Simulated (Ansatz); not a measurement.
# ZrN (Fm-3m): the size of the finite step

```yaml
crystal:
  lattice:
    - [0.00000, 2.26243, 2.26243]
    - [2.26243, 0.00000, 2.26243]
    - [2.26243, 2.26243, 0.00000]
  atoms:
    - { symbol: Zr, position: [0.50000, 0.50000, 0.50000] }
    - { symbol: N, position: [0.00000, 0.00000, 0.00000] }
```

The conventional cell has a = 4.525 Å, b = 4.525 Å, c = 4.525 Å, α = 90.00°, β = 90.00°, γ = 90.00°. Around Zr (atom 1) lie 6 N at 2.26 Å. N (atom 2) is surrounded by 6 Zr at 2.26 Å.

Computed, not measured; unless marked otherwise by LDA, PAW on Ansatz 0.2.0's default frozen-core files (fitted under PBE), scalar-relativistic. k mesh 16×16×16, strains of ±0.005, Fermi-Dirac smearing of 0.100 eV, cutoff 420 eV. The cell was relaxed by PAW under this functional, which moved its volume by -5 % from the database entry's.

Elastic constants come from stresses at strains of ±0.005 (and twice that, four-point stencil): C11 = 620.2, C12 = 114.9, C44 = 129.9 GPa. What does an amplitude of 0.0002 give?

C11 = 619.4, C12 = 114.4, C44 = 129.7 GPa. Nothing moves by 1 %. Steps under 0.001 aren't safe in general, since the basis can change from cell to cell and the noise grows as 1/δ.

Limits of these numbers: frozen-core PAW files fitted under PBE, their cores solved anew for the functional of the run; responses of metals move with mesh and smearing.
